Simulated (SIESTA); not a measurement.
# CuO (Tenorite) in SIESTA: the effect of functional

Crystal: CuO (Tenorite).

```xyz
4
Lattice="2.3418 -1.7113 0.0000 2.3418 1.7113 0.0000 -0.8500 0.0000 5.0579" Properties=species:S:1:pos:R:3 pbc="T T T"
Cu    0.7459   -0.8557    2.5289
Cu    1.1709    0.8557    0.0000
O     1.7043    0.2793    3.7934
O     2.1293   -0.2793    1.2645
```

Alike in all runs:

```yaml
Program: SIESTA 5.4.2
Task: band structure
Basis: DZP (energy shift 0.003 Ry; two zetas on semicore shells)
Grid_cutoff: 800 Ry
Energy_shift: 0.003 Ry
k_mesh: 10 × 10 × 5
Occupations: fermi-dirac, width 0.05 eV
Spin: no spin polarisation
```

Q: One run gave: pressure -1.3 GPa; largest force 0.22 eV/Å. Which functional did it use?
A. AM05
B. vdW-DF-cx
C. BLYP

A: A.

| functional | potentials or basis | pressure (GPa) | largest force (eV/Å) |
| --- | --- | --- | --- |
| AM05 | PseudoDojo 0.4 standard (PBEsol files) | -1.3 | 0.22 |
| BLYP | PseudoDojo 0.4 standard (PBE files) | 13.6 | 0.08 |
| vdW-DF-cx | PseudoDojo 0.4 standard (PBE files) | 0.9 | 0.14 |

Caveats: short orbitals over semicore shells can move pressures by several GPa; the potentials were made for another functional, which shifts forces and pressure; the basis of atomic orbitals isn't converged, which shifts pressures, moduli and gaps; the run has no spin polarisation, though such a crystal can be magnetic.
